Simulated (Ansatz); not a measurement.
# CdTe: energy along a strain

CdTe, F-43m, a = 6.556 Å. Ansatz: r2SCAN, PAW, 500 eV, Γ-centred 8×8×8 mesh on 2 atoms, Gaussian smearing 0.05 eV; no spin polarisation. Cell vectors (Å): 0.000 3.278 3.278; 3.278 0.000 3.278; 3.278 3.278 0.000. The cell is strained by x per cent times the pattern (0 1 0 0 0 0) in the order xx yy zz yz xz xy (engineering shears), with fractional coordinates held. y is the free energy over the start, V0 = 35.220 Å³/atom. Points with a strain past 8.5 % were computed too (3) and aren't used here.

```tsv
x (%)	y (meV/atom)
-7.50	34.34
-5.00	15.12
-2.50	3.81
0.00	0.00
2.50	3.29
5.00	13.28
7.50	?
```

Question: Fit y = c1 x + c2 x² + c3 x³ to the other rows, get the stiffness along the pattern, and predict the missing energy.

Answer: Least squares on the rows shown. y = −0.076719 x + 0.56802 x² − 0.0042979 x³. The clamped-ion stiffness p·C·p = 2 × 5.680 eV × 160.2 / 35.220 Å³ = 52 GPa, which is C22 in these axes (C11 of the cubic crystal); c1 is there for the stress left in the start, which by itself gives a slope of -0.08 meV/atom per %. At x = 7.50 the fit asked for gives 29.56 meV/atom. The run gave 29.55 meV/atom, so the fit is 0.01 meV/atom too high, a small miss on the scale of the series.